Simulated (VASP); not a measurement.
# Si (Fd-3m) in VASP: further runs, part 2 of 2

VASP 6.6.1. Earlier steps stand in the parts before.

### Step 4. Single point, PBE

This run uses another cell than the first one, of 20.16 Å³/atom, 0.986 times its volume.

Input file INCAR:

```
SYSTEM = Si
PREC     = Accurate       ! precision mode
ENCUT    = 520            ! plane-wave cutoff, eV
EDIFF    = 1E-6           ! SCF threshold, eV
ISMEAR   = 0              ! smearing method
SIGMA    = 0.1            ! smearing width, eV
LREAL    = .False.        ! projectors in reciprocal space
LASPH    = .True.         ! aspherical terms in the spheres
NELM     = 100            ! most SCF steps
ALGO     = Normal         ! electronic algorithm
ISIF     = 2              ! what is computed and relaxed
LWAVE    = .False.        ! write WAVECAR
LCHARG   = .True.         ! write CHGCAR
GGA      = PE             ! functional
LELF     = .True.         ! ELF
LVHAR    = .True.       
NBANDS   = 11             ! bands
```

Input file KPOINTS:

```
regular mesh
0
Gamma
  6 6 6
  0 0 0
```

Input file POSCAR:

```
Si
1.0
    0.0000000000      2.7218511900      2.7218511900
    2.7218511900      0.0000000000      2.7218511900
    2.7218511900      2.7218511900      0.0000000000
Si
2
Direct
    0.0000000000      0.0000000000      0.0000000000
    0.2500000000      0.2500000000      0.2500000000
```

Potentials or basis: VASP PAW PBE potentials, release 64 (Si).

Command:

```bash
cat potpaw_PBE.64/Si/POTCAR > POTCAR
mpirun -np 1 vasp_std > vasp.out
```

OUTCAR:

```text
SYSTEM = Si
   PREC = Accurate
   ENCUT = 520
   EDIFF = 1E-6
   ISMEAR = 0
   LREAL = .False.
   LASPH = .True.
   NELM = 100
   ISIF = 2
   GGA = PE

 ion  position               nearest neighbor table
   1  0.000  0.000  0.000-   2 2.36   2 2.36   2 2.36   2 2.36
   2  0.250  0.250  0.250-   1 2.36   1 2.36   1 2.36   1 2.36

  LATTYP: Found a face centered cubic cell.
 ALAT       =     5.4437023800

  Lattice vectors:

 A1 = (   0.0000000000,   2.7218511900,   2.7218511900)
 A2 = (   2.7218511900,   0.0000000000,   2.7218511900)
 A3 = (   2.7218511900,   2.7218511900,   0.0000000000)

Analysis of symmetry for initial positions (statically):
=====================================================================
 Subroutine PRICEL returns:
 Original cell was already a primitive cell.

 Routine SETGRP: Setting up the symmetry group for a
 face centered cubic supercell.

 Subroutine GETGRP returns: Found 48 space group operations
 (whereof 24 operations were pure point group operations)
 out of a pool of 48 trial point group operations.

The static configuration has the point symmetry T_d .
 The point group associated with its full space group is O_h .

Analysis of symmetry for dynamics (positions and initial velocities):
=====================================================================
 Subroutine PRICEL returns:
 Original cell was already a primitive cell.

 Routine SETGRP: Setting up the symmetry group for a
 face centered cubic supercell.

 Subroutine GETGRP returns: Found 48 space group operations
 (whereof 24 operations were pure point group operations)
 out of a pool of 48 trial point group operations.

The dynamic configuration has the point symmetry T_d .
 The point group associated with its full space group is O_h .

 Subroutine INISYM returns: Found 48 space group operations
 (whereof 24 operations are pure point group operations),
 and found     1 'primitive' translations

----------------------------------------------------------------------------------------

[... 112 lines left out ...]
   LEPSILON=     F    determine dielectric tensor
   LRPA    =     F    only Hartree local field effects (RPA)
 non-spin polarized calculation
 Gauss-broadening in eV      SIGMA  =   0.10
  energy-cutoff  :      520.00
  volume of cell :       40.33
 maximum number of plane-waves:      1106
 NGX is ok and might be reduce to    30
   NGX = 15   NGY = 15   NGZ = 15

 number of electron       8.0000001 magnetization

 Free energy of the ion-electron system (eV)
  ---------------------------------------------------
  ext. energy  EPLUGINS =         0.00000000
  ---------------------------------------------------
  free energy    TOTEN  =       -10.82393293 eV

  energy without entropy =      -10.82393292  energy(sigma->0) =      -10.82393292

 E-fermi :   6.1157     XC(G=0):  -9.3764

 val. band max:        5.7613816267   @ k =   0.0000   0.0000   0.0000
 cond. band min:       6.4830921920   @ k =   0.5000   0.5000   0.0000
 fundamental gap:      0.7217105653
 Fermi energy:         6.1156724112

 k-point     1 :       0.0000    0.0000    0.0000
  band No.  band energies     occupation
      1      -6.1483      2.00000
      2       5.7614      2.00000
      3       5.7614      2.00000
      4       5.7614      2.00000
      5       8.3210      0.00000
      6       8.3210      0.00000
      7       8.3210      0.00000
      8       9.0531      0.00000
      9      13.4738      0.00000
     10      13.4738      0.00000
     11      13.6920      0.00000
[... 197 lines left out ...]
 k-point    16 :      -0.3333    0.5000    0.1667
  band No.  band energies     occupation
      1      -1.9118      2.00000
      2      -1.9118      2.00000
      3       2.1459      2.00000
      4       2.1459      2.00000
      5       8.5092      0.00000
      6       8.5092      0.00000
      7      12.4983      0.00000
      8      12.4983      0.00000
      9      16.2926      0.00000
     10      16.2926      0.00000
     11      18.6619      0.00000

------------------------ aborting loop because EDIFF is reached ----------------------------------------

  FORCE on cell =-STRESS in cart. coord.  units (eV):
  Direction    XX          YY          ZZ          XY          YZ          ZX
  --------------------------------------------------------------------------------------
  -------------------------------------------------------------------------------------
  Total        0.3344737      0.3344737      0.3344737     -0.0000000      0.0000000     -0.0000000
  in kB       13.2876896     13.2876896     13.2876896     -0.0000000      0.0000000     -0.0000000
  external PRESSURE =      13.2876896 kB  Pullay stress =       0.0000000 kB

 VOLUME and BASIS-vectors are now :
 -----------------------------------------------------------------------------
  energy-cutoff  :      520.00
  volume of cell :       40.33
      direct lattice vectors                 reciprocal lattice vectors
     0.000000000  2.721851190  2.721851190    -0.183698507  0.183698507  0.183698507
     2.721851190  0.000000000  2.721851190     0.183698507 -0.183698507  0.183698507
     2.721851190  2.721851190  0.000000000     0.183698507  0.183698507 -0.183698507

 POSITION                                       TOTAL-FORCE (eV/Angst)
 -----------------------------------------------------------------------------------
      0.00000      0.00000      0.00000         0.000000      0.000000      0.000000
      1.36093      1.36093      1.36093        -0.000000     -0.000000     -0.000000
 -----------------------------------------------------------------------------------
    total drift:                               -0.000000     -0.000000     -0.000000

  FREE ENERGIE OF THE ION-ELECTRON SYSTEM (eV)
  ---------------------------------------------------
  free  energy   TOTEN  =       -10.8239329274 eV

  energy  without entropy=      -10.8239329218  energy(sigma->0) =      -10.82393292
```

It took 12 s on 1 thread of Intel Xeon Platinum 8488C (Sapphire Rapids), shared host; peak memory 0.15 GiB.

Results:

```yaml
Free_energy: -10.8239 eV
Pressure: 1.3 GPa
Band_gap_on_the_k_mesh: 0.72 eV, indirect (least direct gap 2.56 eV)
```

A k mesh can miss the band edges. A hybrid or GW would open this gap; PBE tends to underestimate it.

### Step 5. Summary

| task | cell | k mesh | cutoff (eV) | smearing | gap on the mesh (eV) | pressure (GPa) |
| --- | --- | --- | --- | --- | --- | --- |
| single point | Fd-3m, 20.46 Å³/atom | 8 × 8 × 8 | 520 | gaussian 0.02 eV | 0.65 | -0.1 |
| relaxation of cell and atoms | relaxed | 8 × 8 × 8 | 600 | gaussian 0.02 eV | 0.65 | 0.0 |
| single point | Fd-3m, 20.16 Å³/atom | 6 × 6 × 6 | 520 | gaussian 0.1 eV | 0.72 | 1.3 |

Alike in all rows: level PBE; potentials or basis VASP PAW PBE potentials, release 64 (Si); no spin polarisation.

Total energies depend on the potentials used, so only differences within one code and one set of settings carry meaning.
